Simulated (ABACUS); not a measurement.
# W: equation of state with rPW86PBE

Crystal: W.

```
CELL_PARAMETERS angstrom
-1.58234 1.58234 1.58234
1.58234 -1.58234 1.58234
1.58234 1.58234 -1.58234
ATOMIC_POSITIONS crystal
W 0.00000 0.00000 0.00000
```

```json
{
 "Program": "ABACUS 3.10.1",
 "Task": "equation of state",
 "Functional": "rPW86PBE",
 "Potentials or basis": "SG15 ONCV 1.2 PBE",
 "Cutoff": "1007 eV",
 "Density cutoff": "4027 eV",
 "Basis": "plane waves",
 "k mesh": "10 × 10 × 10",
 "Occupations": "fermi-dirac, width 0.05 eV",
 "Spin": "no spin polarisation"
}
```

```
Equilibrium volume                      : 16.31 Å³/atom
Bulk modulus                            : 301 GPa
Pressure derivative of the bulk modulus : 4.3 (rough: it moves with the points fitted)
```

Energy against volume, from the lowest point:
| volume (Å³/atom) | energy (meV/atom) |
| --- | --- |
| 14.897 | 133.23 |
| 15.531 | 36.72 |
| 16.165 | 0.00 |
| 16.798 | 11.92 |

All runs of the series together: 25 s on 4 threads of Intel(R) Xeon(R) Platinum 8223CL CPU @ 3.00GHz (Skylake/Cascade Lake), with other jobs on the host.

Caveat: the potentials were made for another functional, which shifts forces and pressure. Zero-point motion and thermal expansion aren't in these numbers.
